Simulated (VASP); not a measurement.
# Settings for Ba: equation of state

Ba, Im-3m (no. 229), 1 atom in the cell. VdW-DF2; PAW potentials Ba_sv (PBE set). VASP 6.6.1.

Wanted: equilibrium volume within 0.2 %; bulk modulus within 1 %.

What the run is for: equation of state; Accuracy asked: standard.

The series start from Plane-wave cutoff (eV): 240; Smearing width (eV): 0.1; k-point mesh: 10 × 10 × 10; Volumes: 5 from 0.92 to 1.08; Precision mode (PREC): Accurate; Electronic threshold (eV): 1e-6; Start of each volume: each volume from scratch. Each series keeps the choices made before it, and each single choice may use up half of a tolerance. Times cover all steps of a run.

## Plane-wave cutoff (eV)

| Plane-wave cutoff (eV) | Equilibrium volume (Å³/atom) | Bulk modulus (GPa) | Time (s) |
|---|---|---|---|
| 150 | 65.58 | 6.845 | 37 |
| 180 | 64.87 | 9.501 | 47 |
| 210 | 64.91 | 9.074 | 60 |
| 240 | 64.96 | 9.136 | 73 |
| 280 | 64.86 | 9.125 | 71 |
| 320 | 64.84 | 9.452 | 120 |
| 390 | 64.77 | 9.398 | 125 |
| 490 | 64.77 | 9.374 | 162 |
| 600 (reference) | 64.75 | 9.37 | 273 |

Chosen: 390, the loosest value from which every tighter one stays within half of the tolerance.

## Smearing width (eV)

| Smearing width (eV) | Equilibrium volume (Å³/atom) | Bulk modulus (GPa) | Time (s) |
|---|---|---|---|
| 0.4 | 64.68 | 9.919 | 133 |
| 0.3 | 64.71 | 9.814 | 130 |
| 0.2 | 64.66 | 9.828 | 113 |
| 0.15 | 64.72 | 9.709 | 141 |
| 0.1 | 64.77 | 9.398 | 125 |
| 0.05 (reference) | 64.64 | 9.395 | 139 |

Chosen: 0.05; the next looser run is off by more than half of the tolerance, so convergence isn't shown beyond this value.

## k-point mesh

| k-point mesh | Equilibrium volume (Å³/atom) | Bulk modulus (GPa) | Time (s) |
|---|---|---|---|
| 3 × 3 × 3 | 59.2 | 9.455 | 161 |
| 4 × 4 × 4 | 66.1 | 10.15 | 98 |
| 6 × 6 × 6 | 65.06 | 9.187 | 100 |
| 7 × 7 × 7 | 65.46 | 9.608 | 115 |
| 9 × 9 × 9 | 64.79 | 8.872 | 135 |
| 10 × 10 × 10 | 64.64 | 9.395 | 139 |
| 12 × 12 × 12 | 64.7 | 9.35 | 136 |
| 15 × 15 × 15 (reference) | 64.49 | 9.977 | 156 |

Chosen: 15 × 15 × 15; the next looser run is off by more than half of the tolerance, so convergence isn't shown beyond this value.

## Volumes

| Volumes | Equilibrium volume (Å³/atom) | Bulk modulus (GPa) | Time (s) |
|---|---|---|---|
| 5 from 0.88 to 1.12 | 64.48 | 9.811 | 173 |
| 5 from 0.92 to 1.08 | 64.49 | 9.977 | 156 |
| 7 from 0.91 to 1.09 (reference) | 64.49 | 9.925 | 235 |

Chosen: 7 from 0.91 to 1.09; the one before it in the list is off by more than half of the tolerance.

## Precision mode (PREC)

| Precision mode (PREC) | Equilibrium volume (Å³/atom) | Bulk modulus (GPa) | Time (s) |
|---|---|---|---|
| SingleN | 64.37 | 9.447 | 66 |
| Normal | 64.48 | 9.91 | 124 |
| Accurate (reference) | 64.49 | 9.925 | 235 |

Chosen: Normal.

## Electronic threshold (eV)

| Electronic threshold (eV) | Equilibrium volume (Å³/atom) | Bulk modulus (GPa) | Time (s) |
|---|---|---|---|
| 0.001 | 64.49 | 9.912 | 85 |
| 0.0001 | 64.48 | 9.911 | 100 |
| 1e-5 | 64.48 | 9.91 | 117 |
| 1e-6 | 64.48 | 9.91 | 124 |
| 1e-7 (reference) | 64.48 | 9.91 | 142 |

Chosen: 0.001.

## Start of each volume

| Start of each volume | Equilibrium volume (Å³/atom) | Bulk modulus (GPa) | Time (s) |
|---|---|---|---|
| each volume from scratch | 64.49 | 9.912 | 85 |
| orbitals of the volume before (WAVECAR) | 64.48 | 9.907 | 68 |

Chosen: each volume from scratch; no other choice that stays within half of the tolerance saves 30 % of the time.

## All choices together

| Input | Equilibrium volume (Å³/atom) | Bulk modulus (GPa) | Time (s) |
|---|---|---|---|
| the program's defaults (naive) | 66.05 | 10.27 | 12 |
| chosen settings | 64.49 | 9.912 | 85 |
| reference settings throughout | 64.47 | 9.905 | 500 |

The chosen settings stay within the tolerance of the reference run, but the reference itself isn't shown to be converged in: Smearing width (eV), k-point mesh.

## The input

INCAR:
```
SYSTEM = Ba
GGA = ML
LUSE_VDW = .True.
AGGAC = 0.0
ZAB_VDW = -1.8867
ISMEAR = 1
SIGMA = 0.05
LWAVE = .False.
LCHARG = .False.
ISIF = 2
NSW = 0
PREC = Normal
LASPH = .True.
LREAL = .False.
ALGO = Normal
EDIFF = 0.001
NELM = 120
GGA_COMPAT = .False.
ENCUT = 390
```

KPOINTS:
```
Automatic mesh
0
Gamma
  15 15 15
  0 0 0
```

POSCAR.step1:
```
Ba
1.0
   -2.4289291096      2.4289291096      2.4289291096
    2.4289291096     -2.4289291096      2.4289291096
    2.4289291096      2.4289291096     -2.4289291096
Ba
1
Direct
    0.0000000000      0.0000000000      0.0000000000
```

POSCAR.step2:
```
Ba
1.0
   -2.4553325815      2.4553325815      2.4553325815
    2.4553325815     -2.4553325815      2.4553325815
    2.4553325815      2.4553325815     -2.4553325815
Ba
1
Direct
    0.0000000000      0.0000000000      0.0000000000
```

POSCAR.step3:
```
Ba
1.0
   -2.4811800871      2.4811800871      2.4811800871
    2.4811800871     -2.4811800871      2.4811800871
    2.4811800871      2.4811800871     -2.4811800871
Ba
1
Direct
    0.0000000000      0.0000000000      0.0000000000
```

POSCAR.step4:
```
Ba
1.0
   -2.5065000000      2.5065000000      2.5065000000
    2.5065000000     -2.5065000000      2.5065000000
    2.5065000000      2.5065000000     -2.5065000000
Ba
1
Direct
    0.0000000000      0.0000000000      0.0000000000
```

POSCAR.step5:
```
Ba
1.0
   -2.5313184457      2.5313184457      2.5313184457
    2.5313184457     -2.5313184457      2.5313184457
    2.5313184457      2.5313184457     -2.5313184457
Ba
1
Direct
    0.0000000000      0.0000000000      0.0000000000
```

POSCAR.step6:
```
Ba
1.0
   -2.5556595394      2.5556595394      2.5556595394
    2.5556595394     -2.5556595394      2.5556595394
    2.5556595394      2.5556595394     -2.5556595394
Ba
1
Direct
    0.0000000000      0.0000000000      0.0000000000
```

POSCAR.step7:
```
Ba
1.0
   -2.5795455925      2.5795455925      2.5795455925
    2.5795455925     -2.5795455925      2.5795455925
    2.5795455925      2.5795455925     -2.5795455925
Ba
1
Direct
    0.0000000000      0.0000000000      0.0000000000
```

Commands (each step's output is kept before the next begins):
```
cat potpaw_PBE.64/Ba_sv/POTCAR > POTCAR
cp POSCAR.step1 POSCAR
mpirun -np 1 vasp_std > vasp.out
cp POSCAR.step2 POSCAR
mpirun -np 1 vasp_std > vasp.out
cp POSCAR.step3 POSCAR
mpirun -np 1 vasp_std > vasp.out
cp POSCAR.step4 POSCAR
mpirun -np 1 vasp_std > vasp.out
cp POSCAR.step5 POSCAR
mpirun -np 1 vasp_std > vasp.out
cp POSCAR.step6 POSCAR
mpirun -np 1 vasp_std > vasp.out
cp POSCAR.step7 POSCAR
mpirun -np 1 vasp_std > vasp.out
```

The chosen input took VASP 6.6.1 85 s on 1 core (Intel Xeon 6975P-C (Granite Rapids)), a shared host.

## An input that fails: cutoff far too low

It runs to its end, but against the unchanged starting input it is off by 1.2 % in the equilibrium volume, 230 % in the bulk modulus.

Changes against the starting input:
```
(all steps)
- PREC = Accurate
- NELM = 120
- ENCUT = 240
+ PREC = Low
+ NELM = 96
+ ENCUT = 110
```
